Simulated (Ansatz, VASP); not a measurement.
## S in VASP and in Ansatz

The input INCAR:

```
SYSTEM = S
PREC = Accurate ; ENCUT = 520
EDIFF = 1E-7 ; ISMEAR = -1
SIGMA = 0.1 ; LREAL = .FALSE.
LASPH = .TRUE. ; NELM = 80
ALGO = Normal ; ISIF = 2
LWAVE = .FALSE. ; LCHARG = .FALSE.
GGA = PE ; NBANDS = 13
```

The input KPOINTS:

```
Automatic mesh
0
G
  15 15 8
  0 0 0
```

POSCAR

```
S
1.0
    2.4575650278      0.0000000000      0.0000000000
   -1.2287825139      2.1283137455      0.0000000000
    0.0000000000      0.0000000000      3.2593299846
S
2
Direct
    0.3333333333      0.6666666667      0.2500000000
    0.6666666667      0.3333333333      0.7500000000
```

Input for Ansatz:

```yaml
crystal:
  lattice:
    - [2.4575650278, 0.0, 0.0]
    - [-1.2287825139, 2.1283137455, 0.0]
    - [0.0, 0.0, 3.2593299846]
  atoms:
    - { symbol: S, position: [0.3333333333, 0.6666666667, 0.25] }
    - { symbol: S, position: [0.6666666667, 0.3333333333, 0.75] }
kpoints:
  mp_grid: { grid: [15, 15, 8] }
scf:
  occupations: { method: fermi_dirac, width: 0.1 }
hamiltonian:
  xc: pbe
  pseudopotentials: { kind: all_electron, lapw: { basis_error: 0.001 } }
output:
  forces: true
  stress: true
  eigenvalues: true
  populations: true
```

Change from the starting cell: volume scaled by 0.5, LAPW.

Alike in both runs: task single point; functional PBE; k mesh 15 × 15 × 8; occupations fermi-dirac, width 0.1 eV; no spin polarisation.

|  | VASP | Ansatz |
| --- | --- | --- |
| version | VASP 6.6.1 | Ansatz 0.2.0 |
| potentials or method | VASP PAW PBE potentials, release 64 (S) | all-electron LAPW, scalar-relativistic |
| plane-wave cutoff (eV) | 520 | see its input |

Ansatz gave:

* pressure (GPa): 176.7
* largest component of the traceless stress (GPa): 0.02

Task: What did VASP give for the same quantities?

Result: Pressure (GPa): 174.0; largest component of the traceless stress (GPa): 0.14.

Ansatz ran all-electron here, so the differences hold the error of VASP's frozen core and of both bases.

Caveats: the cell as given lies far from equilibrium; so large a pressure means that the cell lies far from this level's equilibrium, or that cutoff or potentials fall short (VASP).
